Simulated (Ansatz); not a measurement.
**Si2Mo: from a trial structure to a relaxed crystal**

All numbers below come from Ansatz, DFT PBE, scalar-relativistic, plane waves, PAW. Cutoff 420 eV, Γ-centred k mesh, Gaussian smearing, no spin polarisation in the final step.

A relaxed cell is given with its space group left out.

```
Si Mo
1.0
    -1.56391    1.56391    9.46009
     1.56391   -1.56391    9.46009
     1.56391    1.56391   -9.46009
Si Mo
4 2
Direct
  0.42946 0.42946 0.00000
  0.17946 0.67946 0.50000
  0.32054 0.82054 0.50000
  0.57054 0.57054 0.00000
  0.00000 0.00000 0.00000
  0.75000 0.25000 0.50000
```

Energies over the elements count from the elements' standard structures at the same level, with no empirical corrections.

Q: What space group does it have?

A: I4_1/amd (No. 141). Conventional cell: a = 3.128 Å, c = 18.920 Å. Around Si lie 4 Mo at 2.58 Å, 3 Si at 2.59–2.67 Å and 4 Si at 3.13 Å; Mo is coordinated by 8 Si at 2.58 Å.

Q: What is its formation energy per atom?

A: 0.14 eV/atom.

Q: Is it a metal?

A: Yes, bands cross the Fermi level on the 16×16×16 mesh.

The final run used a 16×16×16 mesh on its 6-atom cell and 0.10 eV smearing. The k mesh leaves about 4 meV/atom of noise in metals. The cell came from a trial start, so Si2Mo may not exist in this structure.

Cost: 3 runs of about 2.8 core-minutes in all, on Intel Xeon 6975P-C (Granite Rapids) (shared hosts).